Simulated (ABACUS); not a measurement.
# Ge (Fd-3m) in ABACUS: reference runs

Aim: a first look at Ge with PBEsol, on the cell as given and on a disturbed one.

Program: ABACUS 3.10.1. These are calculated values, not measurements. Logs are shortened: lines on timing, memory, paths and dates and some standing lists are left out, and cuts for length are marked.

**Measured values to compare with.**

From “Electronic and optical properties of SixGe1-x-ySny alloys lattice-matched to Ge”, 2021, arxiv:2109.02782, for a bulk crystal of Ge at 293 K: band gap 0.666 eV (indirect).

How close the calculation comes is told below.

**1. Starting point**

The structure is cubic, space group Fd-3m (No. 227). Conventional cell: a = 5.658 Å, b = 5.658 Å, c = 5.658 Å, α = 90.00°, β = 90.00°, γ = 90.00°. Ge (site symmetry -43m) is surrounded by 4 Ge at 2.45 Å.

**2. Single point, PBEsol**

INPUT

```
INPUT_PARAMETERS
suffix              Ge
calculation         scf
basis_type          pw
pseudo_dir          ./
symmetry            1
dft_functional      pbesol
ecutwfc             79
pseudo_rcut         7
nspin               1
nbands              18
ks_solver           dav
smearing_method     fd
smearing_sigma      0.00367493
scf_thr             1e-08
scf_nmax            100
mixing_type         broyden
mixing_beta         0.7
cal_force           1
cal_stress          1
out_chg             1
out_pot             2
out_elf             1
```

STRU

```
ATOMIC_SPECIES
Ge 72.6300 Ge.upf

LATTICE_CONSTANT
1.8897261246

LATTICE_VECTORS
0.0000000000 2.8289100000 2.8289100000
2.8289100000 0.0000000000 2.8289100000
2.8289100000 2.8289100000 0.0000000000

ATOMIC_POSITIONS
Direct

Ge
0.0
2
0.7500000000 0.7500000000 0.7500000000 1 1 1
0.5000000000 0.5000000000 0.5000000000 1 1 1
```

KPT

```
K_POINTS
0
Gamma
8 8 8 0 0 0
```

Potentials or basis: PseudoDojo NC SR 0.4.1 PBEsol standard, plane waves.

On the command line:

```sh
OMP_NUM_THREADS=1 mpirun -np 4 abacus > log
```

running log:

```text
ABACUS v3.10.1

               Atomic-orbital Based Ab-initio Computation at UStc

 ------------------------------------------------------------------------------------

 READING GENERAL INFORMATION
                           global_out_dir = OUT.Ge/
                           global_in_card = INPUT
                               pseudo_dir = ./
                              orbital_dir =
                                    DSIZE = 4
                                    GSIZE = 1

 READING UNITCELL INFORMATION
                                    ntype = 1
                  lattice constant (Bohr) = 1.88973
              lattice constant (Angstrom) = 1

 READING ATOM TYPE 1
                               atom label = Ge
                      L=0, number of zeta = 1
                      L=1, number of zeta = 1
                      L=2, number of zeta = 1
             number of atom for this type = 2

                        TOTAL ATOM NUMBER = 2
DIRECT COORDINATES
    atom                   x                   y                   z     mag                  vx                  vy                  vz
taud_Ge1            0.7500000000        0.7500000000        0.7500000000  0.0000        0.0000000000        0.0000000000        0.0000000000
taud_Ge2            0.5000000000        0.5000000000        0.5000000000  0.0000        0.0000000000        0.0000000000        0.0000000000

                          Volume (Bohr^3) = 305.551
                             Volume (A^3) = 45.278

 Lattice vectors: (Cartesian coordinate: in unit of a_0)
                   +0            +2.82891            +2.82891
             +2.82891                  +0            +2.82891
             +2.82891            +2.82891                  +0
 Reciprocal vectors: (Cartesian coordinate: in unit of 2 pi/a_0)
            -0.176747           +0.176747           +0.176747
            +0.176747           -0.176747           +0.176747
            +0.176747           +0.176747           -0.176747
 The esolver type has been set to : ksdft_pw

                PAO radial cut off (Bohr) = 7

 Read in pseudopotential file is Ge.upf
                     pseudopotential type = NC
          exchange-correlation functional = PBESOL
                 nonlocal core correction = 1
                        valence electrons = 14
                                     lmax = 2
                           number of zeta = 3
                     number of projectors = 6
                           L of projector = 0
                           L of projector = 0
                           L of projector = 1
                           L of projector = 1
                           L of projector = 2
                           L of projector = 2
     initial pseudo atomic orbital number = 18

 SETUP THE ELECTRONS NUMBER
            electron number of element Ge = 14
[... 154 lines left out ...]

 SETUP NONLOCAL PSEUDOPOTENTIALS IN PLANE WAVE BASIS
 Ge non-local projectors:
 projector 1 L=0
 projector 2 L=0
 projector 3 L=1
 projector 4 L=1
 projector 5 L=2
 projector 6 L=2
      TOTAL NUMBER OF NONLOCAL PROJECTORS = 36

 Init Non-Local PseudoPotential table :
 Init Non-Local-Pseudopotential done.

                                     npwx = 933

 Make real space PAO into reciprocal space.
       max mesh points in Pseudopotential = 701
     dq(describe PAO in reciprocal space) = 0.01
                                    max q = 1071

 number of pseudo atomic orbitals for Ge is 3
WARNING: norm of atomic wavefunction # 2 of atomic type Ge is 0.999922, renormalized
WARNING: norm of atomic wavefunction # 3 of atomic type Ge is 0.995552, renormalized

 -------------------------------------------
 SELF-CONSISTENT
 -------------------------------------------
                                 init_chg = atomic

 PW ALGORITHM --------------- ION=   1  ELEC=   1--------------------------------
 Notice: Threshold on eigenvalues was too large.
 hsover_error=0.28 > DRHO=0.0325819
 Origin diag ethr = 0.01
 New diag ethr = 0.000116364

 Density error is 0.0330701326314
                          Error Threshold = 0.00011636383661
----------------------------------------------------------
     Energy           Rydberg                 eV
----------------------------------------------------------
 E_KohnSham     -356.8053946821      -4854.5864448159
 E_Harris       -356.7637197677      -4854.0194285158
 E_Fermi        0.6745372584         9.1775502275
----------------------------------------------------------
[... 63 lines left out ...]
 Density error is 4.26449328247e-09
                          Error Threshold = 7.98374554112e-10
----------------------------------------------------------
     Energy           Rydberg                 eV
----------------------------------------------------------
 E_KohnSham     -356.8061145378      -4854.5962389553
 E_KS(sigma->0) -356.8060807593      -4854.5957793749
 E_Harris       -356.8055629722      -4854.5887345193
 E_band         -20.2829936921       -275.9642867100
 E_one_elec     -183.5243752417      -2496.9772251769
 E_Hartree      110.6040499584       1504.8453013105
 E_xc           -86.3849634944       -1175.3277250457
 E_Ewald        -197.5007582031      -2687.1356708823
 E_entropy(-TS) -0.0000675571        -0.0009191609
 E_descf        0.0000000000         0.0000000000
 E_exx          0.0000000000         0.0000000000
 E_Fermi        0.6934656582         9.4350843182
----------------------------------------------------------

 charge density convergence is achieved
 final etot is -4854.596239 eV
 EFERMI = 9.4350843182 eV
The vacuum level is 11.357289511 eV

 STATE ENERGY(eV) AND OCCUPATIONS    NSPIN == 1
 1/29 kpoint (Cartesian) = 0.0000 0.0000 0.0000 (931 pws)
       1       -15.4353     0.00390625
       2       -15.4353     0.00390625
       3       -15.4353     0.00390625
       4       -15.3995     0.00390625
       5       -15.3995     0.00390625
       6       -15.1883     0.00390625
[... 98 lines left out ...]
       5       -15.3758      0.0234375
       6       -15.2229      0.0234375
[... 10 lines left out ...]
      17        13.1480    1.31691e-34
      18        13.1480    1.31691e-34

[... levels at 23 further k points ...]

------------------------------------------------------------------------------------------
 TOTAL-FORCE (eV/Angstrom)
------------------------------------------------------------------------------------------
                       Ge1         0.0000000000         0.0000000000         0.0000000000
                       Ge2         0.0000000000         0.0000000000         0.0000000000
------------------------------------------------------------------------------------------

----------------------------------------------------------------
 TOTAL-STRESS (KBAR)
----------------------------------------------------------------
         6.6585214340         0.0000000000        -0.0000000000
         0.0000000000         6.6585214340        -0.0000000000
         0.0000000000        -0.0000000000         6.6585214340
----------------------------------------------------------------
 TOTAL-PRESSURE: 6.658521 KBAR

 --------------------------------------------
 !FINAL_ETOT_IS -4854.5962389553087633 eV
 --------------------------------------------
```

stdout:

```text
ABACUS v3.10.1

               Atomic-orbital Based Ab-initio Computation at UStc

%%%%%%%%%%%%%%%%%%%%%%%%%%%%%%%%%%%%%%%%%%%%%%%%%%%%%%%%%%%%%%%%%%%%%%%%%%%%%%%%%%%%%%%%%%%%%%%%%%%%%%%%%
[... 32 lines left out ...]
----------------------------------------------------------------
 TOTAL-STRESS (KBAR)
----------------------------------------------------------------
         6.6585214340         0.0000000000        -0.0000000000
         0.0000000000         6.6585214340        -0.0000000000
         0.0000000000        -0.0000000000         6.6585214340
----------------------------------------------------------------
 TOTAL-PRESSURE: 6.658521 KBAR
```

Wall time 6.7 s (4 MPI ranks of Intel Xeon 6975P-C (Granite Rapids), shared host); peak memory 0.28 GiB.

What came out:

```yaml
Free_energy: -4854.5962 eV
Pressure: 0.7 GPa
Band_gap_on_the_k_mesh: none (metal or under the smearing width)
```

Levels at points of the mesh, in eV from the Fermi level:
| k point | band 10 | band 11 | band 12 | band 13 | band 14 | band 15 | band 16 |
| --- | --- | --- | --- | --- | --- | --- | --- |
| (0.00, 0.00, 0.00) | -24.61 | -12.81 | -0.03 | -0.02 | -0.02 | -0.02 | 2.51 |
| (0.50, 0.50, 0.50) | -24.58 | -10.72 | -7.65 | -1.43 | -1.43 | 0.10 | 3.69 |
| (0.50, 0.50, 0.00) | -24.57 | -8.92 | -8.92 | -3.10 | -3.10 | 0.65 | 0.65 |

Caveat: this crystal is a semiconductor, whose small gap the functional closes, so the metal is an error of the method.

**3. Single point, PBEsol (atoms moved at random, drawn with an rms of 0.05 Å)**

INPUT: that of step 2 with these lines changed.

```diff
@@ -20,4 +20,2 @@
 cal_stress          1
-out_chg             1
-out_pot             2
-out_elf             1
+kpar                4
```

STRU: that of step 2 with these lines changed.

```diff
@@ -17,3 +17,3 @@
 2
-0.7500000000 0.7500000000 0.7500000000 1 1 1
-0.5000000000 0.5000000000 0.5000000000 1 1 1
+0.7609660000 0.7332560000 0.7533390000 1 1 1
+0.4934450000 0.4893950000 0.5101500000 1 1 1
```

KPT is that of step 2.

Potentials or basis: PseudoDojo NC SR 0.4.1 PBEsol standard, plane waves.

On the command line:

```sh
OMP_NUM_THREADS=1 mpirun -np 4 abacus > log
```

Run time: 54 s. Hardware: 4 MPI ranks of Intel Xeon 6975P-C (Granite Rapids), shared host; peak memory 0.64 GiB.

It converged, with:

```yaml
Free_energy: -4854.5772 eV
Pressure: 0.8 GPa
Largest_force: 0.687 eV/Å
Band_gap_on_the_k_mesh: none (metal or under the smearing width)
```

Forces on the atoms (eV/Å):
```
Ge   0.432 -0.369 -0.387
Ge  -0.432  0.369  0.387
```

Stress tensor (GPa, compression positive):
```
 0.78 -1.08 -1.03
-1.08  0.80  1.22
-1.03  1.22  0.80
```

Levels at points of the mesh, in eV from the Fermi level:
```csv
k point,band 11,band 12,band 13,band 14,band 15,band 16
"(0.00, 0.00, 0.00)",-12.83,-0.34,-0.05,0.11,0.14,2.37
"(0.50, 0.00, 0.00)",-10.60,-7.95,-1.42,-1.40,0.23,3.73
"(0.00, 0.50, 0.00)",-10.78,-7.56,-1.61,-1.28,0.03,3.42
"(0.50, 0.50, 0.00)",-9.06,-8.82,-3.16,-3.07,0.53,0.72
"(0.00, 0.00, 0.50)",-10.78,-7.55,-1.61,-1.29,0.03,3.42
"(0.50, 0.00, 0.50)",-9.05,-8.83,-3.15,-3.08,0.54,0.72
"(0.00, 0.50, 0.50)",-9.07,-8.80,-3.16,-3.07,0.52,0.73
"(0.50, 0.50, 0.50)",-10.77,-7.58,-1.61,-1.28,0.05,3.42
```

**4. How close it comes**

Step 2. Against the measured gap of Ge, 0.666 eV (indirect; 293 K; “Electronic and optical properties of SixGe1-x-ySny alloys lattice-matched to Ge”, 2021, arxiv:2109.02782), the calculated 0.00 eV is off by -0.67 eV. 3 values of this kind are on record (0.666 to 0.807 eV); this one was drawn at random among those near their median. Spin-orbit coupling on Ge is left out. The value is that of PBEsol on a finite k mesh, which can miss the band edges, without temperature or zero-point motion. Semilocal functionals fall short of measured gaps as a rule.
